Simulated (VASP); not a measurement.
Set up this calculation in VASP 6.6.1, as the native input.

```yaml
Task: single point
Functional: PBE
Potentials_or_basis: VASP PAW PBE potentials, release 64 (Ni, O)
Cutoff: 520 eV
k_mesh: 11 × 11 × 11
Occupations: gaussian, width 0.023 eV
Spin: collinear spin, ferromagnetic start
Starting_moments: "[1.0, 0.0] μB"
Further_INCAR_settings: ALGO = Normal; EDIFF = 1e-06
```

The structure of NiO lies in POSCAR:

```
NiO
1.0
    0.0000000000      2.0859016414      2.0859016414
    2.0859016414      0.0000000000      2.0859016414
    2.0859016414      2.0859016414      0.0000000000
Ni O
1 1
Direct
    0.0000000000      0.0000000000      0.0000000000
    0.5000000000      0.5000000000      0.5000000000
```

One way to write it, as run:

INCAR

```
SYSTEM = NiO
ALGO = Normal ; EDIFF = 1E-6
ENCUT = 520 ; GGA = PE
ISIF = 2 ; ISMEAR = 0
ISPIN = 2 ; LASPH = .TRUE.
LCHARG = .FALSE. ; LMAXMIX = 4
LORBIT = 11 ; LREAL = .FALSE.
LWAVE = .FALSE. ; MAGMOM = 1 0
NELM = 150 ; PREC = Accurate
SIGMA = 0.023
```

KPOINTS

```
k-points
0
G
  11 11 11
  0 0 0
```

Potentials or basis: VASP PAW PBE potentials, release 64 (Ni, O).

Run with:

```console
$ cat potpaw_PBE.64/Ni/POTCAR potpaw_PBE.64/O/POTCAR > POTCAR
$ mpirun -np 1 vasp_std > vasp.out
```

Results of the run:

```json
{
 "Pressure": "6.0 GPa",
 "Band gap on the k mesh": "none (metal or under the smearing width)",
 "Net moment": "1.77 μB per cell",
 "Site moments": "Ni +1.45; O +0.27 μB",
 "Valence electrons inside the program's atomic spheres": "Ni 8.99; O 4.98"
}
```

Caveat: a cell with one magnetic atom can't hold antiferromagnetic order, which such compounds often take; semilocal functionals often make such compounds metallic where correlation or magnetic order opens a gap, which also shifts bond lengths.

Run time: 21 s on 1 thread of Intel(R) Xeon(R) Platinum 8559C (Emerald Rapids), on a shared host, peak memory 0.16 GiB.
